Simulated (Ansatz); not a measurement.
The calculation used DFT PBE, scalar-relativistic, plane waves, PAW in Ansatz 0.2.0. Settings: cutoff 420 eV, Γ-centred meshes spaced at most about 0.3 Å⁻¹ (2π included), Gaussian smearing. No spin polarisation.

Temperature and zero-point effects are left out.

Two relaxed structures of LiH:

1.

```cif
data_structure
_symmetry_space_group_name_H-M 'P6_3/mmc'
_symmetry_Int_Tables_number 194
_cell_length_a 2.7801
_cell_length_b 2.7801
_cell_length_c 4.8852
_cell_angle_alpha 90.000
_cell_angle_beta 90.000
_cell_angle_gamma 120.000
_cell_volume 32.70
loop_
_atom_site_label
_atom_site_type_symbol
_atom_site_symmetry_multiplicity
_atom_site_Wyckoff_symbol
_atom_site_fract_x
_atom_site_fract_y
_atom_site_fract_z
_atom_site_occupancy
Li1 Li 2 a 0.00000 0.00000 0.00000 1
H1 H 2 d 0.66667 0.33333 0.25000 1
```

2.

```cif
data_structure
_symmetry_space_group_name_H-M 'Cmmm'
_symmetry_Int_Tables_number 65
_cell_length_a 2.7573
_cell_length_b 5.4932
_cell_length_c 2.6386
_cell_angle_alpha 90.000
_cell_angle_beta 90.000
_cell_angle_gamma 90.000
_cell_volume 39.96
loop_
_atom_site_label
_atom_site_type_symbol
_atom_site_symmetry_multiplicity
_atom_site_Wyckoff_symbol
_atom_site_fract_x
_atom_site_fract_y
_atom_site_fract_z
_atom_site_occupancy
Li1 Li 2 c 0.50000 0.00000 0.50000 1
H1 H 2 a 0.00000 0.00000 0.00000 1
```

Task: Which is lower in energy, and by how much?

Result: Cell 1 is lower, by 107 meV/atom. Cell 1 has the nickel arsenide type, space group P6_3/mmc (No. 194), 8.2 Å³/atom and a gap of 4.35 eV on its mesh; cell 2 has space group Cmmm (No. 65), 10.0 Å³/atom and a gap of 0.07 eV. Counting H atoms around Li (those within 1.25 times the shortest such distance or 1.15 times the sum of covalent radii, 1.27 where that leaves under three), cell 1 has Li 6 and cell 2 has Li 4. The denser one is the lower, and pressure would at first widen the difference. In cell 1, Li is surrounded by 6 H at 2.02 Å; around H lie 6 Li at 2.02 Å. In cell 2, Li has 4 H at 1.91 Å; H is surrounded by 4 Li at 1.91 Å. Origin: cell 1, invented, then shaken at random and relaxed again; cell 2, invented. The lowest form computed isn't among them: it has the rock salt type, space group Fm-3m (No. 225), 8.0 Å³/atom, is reached from a cell as deposited in COD and lies 53 meV/atom below the best shown. Checks on cell 1: no imaginary mode on a 3×3×2 q mesh.

Kohn–Sham gaps at this level usually fall short of measured ones. With hydrogen, zero-point motion can shift such differences by 10 meV/atom or more. Cells relaxed within their symmetry can be saddle points. Some types were kept out of the candidates beforehand, so the set may lack a known form.
